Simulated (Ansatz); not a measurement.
# PbS: the cost of one run

Program: Ansatz 0.2.0. Level of theory: DFT PBE, scalar-relativistic. These are calculated values, not measurements.

## (1) The starting structure

The structure is monoclinic, space group C2/m (No. 12). The conventional cell has a = 5.881 Å, b = 5.800 Å, c = 11.759 Å, α = 90.00°, β = 95.27°, γ = 90.00°. Pb (site symmetry m) is surrounded by 5 S at 2.75 to 2.98 Å. S (site symmetry m) is surrounded by 5 Pb at 2.75 to 2.98 Å.

Coordinates:

```cif
data_structure
_symmetry_space_group_name_H-M 'P 1'
_symmetry_Int_Tables_number 1
_cell_length_a 4.1300
_cell_length_b 4.1300
_cell_length_c 11.7590
_cell_angle_alpha 93.750
_cell_angle_beta 93.750
_cell_angle_gamma 89.205
_cell_volume 199.70
loop_
_atom_site_label
_atom_site_type_symbol
_atom_site_fract_x
_atom_site_fract_y
_atom_site_fract_z
_atom_site_occupancy
Pb1 Pb 0.77560 0.77560 0.63638 1
Pb2 Pb 0.22440 0.22440 0.36362 1
S1 S 0.26840 0.26840 0.59860 1
S2 S 0.73160 0.73160 0.40140 1
```

Atoms are numbered in the order of the input: Pb1, Pb2, S3, S4.

## (2) Volume × 0.96, LAPW

Input file input.yaml:

```yaml
crystal:
  lattice:
    - [2.9007586418, -2.8608060062, 0.0]
    - [2.9007586418, 2.8608060062, 0.0]
    - [-1.0654529404, 0.0, 11.5510369519]
  atoms:
    - { symbol: Pb, position: [0.7756, 0.7756, 0.63638] }
    - { symbol: Pb, position: [0.2244, 0.2244, 0.36362] }
    - { symbol: S, position: [0.2684, 0.2684, 0.5986] }
    - { symbol: S, position: [0.7316, 0.7316, 0.4014] }
kpoints:
  mp_grid: { grid: [7, 7, 3] }
  band_path:
    path:
      - [0.0, 0.0, 0.0]
      - [-0.4952296494, 0.4952296494, 0.0]
      - [-0.5047703506, -0.4952296494, 0.0]
      - [-0.5, -0.5, 0.0]
      - [0.0, 0.0, 0.0]
      - [-0.5, -0.5, 0.5]
      - [-0.5160352562, -0.4839647438, 0.5]
      - [-0.4839647438, 0.4839647438, 0.5]
      - [0.0, 0.0, 0.5]
    npoints: 5
scf:
  occupations: { method: fermi_dirac, width: 0.01 }
hamiltonian:
  xc: pbe
  pseudopotentials: { kind: all_electron, lapw: { basis_error: 0.0005 } }
output:
  forces: true
  stress: true
  eigenvalues: true
```

Started as:

```sh
> ansatz run input.yaml --threads 1 --pin off --max-ram 4096MiB --backend cpu --events-out ev --progress --plain --runs-dir out
```

What time and memory should one allow on 1 thread of Intel Xeon 6975P-C (Granite Rapids), shared host?

About 66 s, with a peak of 0.75 GiB.
